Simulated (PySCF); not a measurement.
# Telling isomers of C$_{7}$H$_{8}$O apart by NMR

Non-relativistic, one computed conformer, one averaged value for each set of equivalent atoms, no solvent. PBE0-D3(BJ)/def2-SVP geometry; GIAO PBE0/pcSseg-1 shieldings; J couplings at B3LYP/pcJ-1 (spin–dipole term left out of most H,H and C,H couplings); PySCF 2.14.0 with density-fitted response routines.

δ = σ(ref) − σ, references computed at the same level: ¹H (σref 31.27), ¹³C (σref 184.41) against TMS. Multiplet labels drop J under 1 Hz and among equivalent protons, and merge close values. Unscaled 3J(H,H) run several per cent high. Shifts are as computed. Against solution values, carbons near 30 ppm lie about +2 ppm off and those near 130 ppm about +5 ppm. Of 1211 compounds with measured shifts, 218 miss one by over three times the rms of a fit or turn the order of signals round; such compounds aren't used in these exercises. OH and NH positions are gas-phase values without hydrogen bonding to other molecules.

(1) Tabulate the signals of `OCc1ccccc1`, `C=CCc1ccoc1` and their relative energies.

(2) What is the quickest way to tell OCc1ccccc1 from C=CCc1ccoc1?

## Answers

(1) 
```json
{"SMILES": "OCc1ccccc1", "carbon types": "1×C 5×CH 1×CH2", "δC": "148.8, 134.1, 133.0, 130.6, 68.0", "δH": "7.56 (m, 2H), 7.48 (m, 2H), 7.38 (m, 1H), 4.74 (q, 2H), 0.05 (br s, 1H)", "E rel. (kcal/mol)": "0.0"}
{"SMILES": "C=CCc1ccoc1", "carbon types": "1×C 4×CH 2×CH2", "δC": "148.3, 147.1, 142.4, 129.2, 122.6, 117.5, 34.0", "δH": "7.33 (dd, 1H), 7.23 (q, 1H), 6.50 (d, 1H), 5.98 (ddt, 1H), 5.53 (dq, 1H), 5.33 (ddt, 1H), 3.15 (dq, 2H)", "E rel. (kcal/mol)": "28.2"}
```

Energies are electronic energies at PBE0/pcSseg-1 on these geometries, without zero-point or thermal terms, each for the one conformer computed, which needn't be the lowest.

(2) Count the carbon signals: 5 against 7. The first has an sp3 CH2 bonded to O, on an aromatic ring at 68.0 ppm, the second a terminal =CH2 carbon at 122.6 ppm. Their most deshielded carbons lie at 148.8 and 148.3 ppm.
